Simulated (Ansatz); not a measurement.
Runs of Ansatz 0.2.0 on HfB2. Symmetry: P6/mmm, No. 191, hexagonal system. Conventional cell: a = 3.140 Å, b = 3.140 Å, c = 3.480 Å, α = 90.00°, β = 90.00°, γ = 120.00°. Hf (site symmetry 6/mmm) has 12 B at 2.51 Å as nearest neighbours. B (site symmetry -6m2) is surrounded by 3 B at 1.81 Å. 

```tsv
task	level	potentials or basis	U	cell	k mesh	cutoff (eV)	smearing	hubbard projectors	double counting	points for each segment of the path	other keys	gap on the mesh (eV)	pressure (GPa)
single point	PBE	Ansatz PAW	-	atoms moved at random, drawn with an rms of 0.05 Å	10 × 10 × 8	420	fermi-dirac 0.05 eV	-	-	-	-	none	2.2
density of states	rPW86-PBE	Ansatz PAW earlier set	-	as given	10 × 10 × 8	710	fermi-dirac 0.01 eV	-	-	-	scf.mixing.preconditioner = kerker; …	none	5.8
relaxation of cell and atoms	LDA+U	JTH PAW LDA	Hf d U = 7.0 eV	relaxed	10 × 10 × 8	1230	methfessel-paxton 0.1 eV	all-electron-ortho-atomic	fll	-	scf.eigensolver.kind = davidson	-	0.0
single point	PBE	Ansatz PAW	-	as given	10 × 10 × 8	420	fermi-dirac 0.05 eV	-	-	-	-	none	(a)
band structure	HSE06	PseudoDojo standard (PBE files) with Ansatz NC	-	as given	8 × 8 × 6	1116	fermi-dirac 0.1 eV	-	-	4	kpoints.mp_grid.grid = 8 × 8 × 6; …	none	1.3
```

Alike in all rows: no spin polarisation.

Q: Fill in the values left out.

A: (a) 1.4.

Caveats: the PAW data sets come from PBE, with cores solved anew for the run's functional, which leaves a small shift of forces and pressure (some runs); the plane-wave basis is chosen anew once the cell has moved, so the energies of steps on either side of that aren't comparable (some runs); the U is typed as a test and isn't derived for this compound (some runs); the potentials were made for another functional, which shifts forces and pressure (some runs); spin-orbit coupling is left out, which moves the levels of the heavy elements (some runs); the thresholds are loose for stress (some runs).

A k mesh can miss the band edges, and the runs leave out spin-orbit coupling on Hf.

A gap of «none» marks a metal or a gap under the smearing width.

The runs don't all hold the same shells in valence.
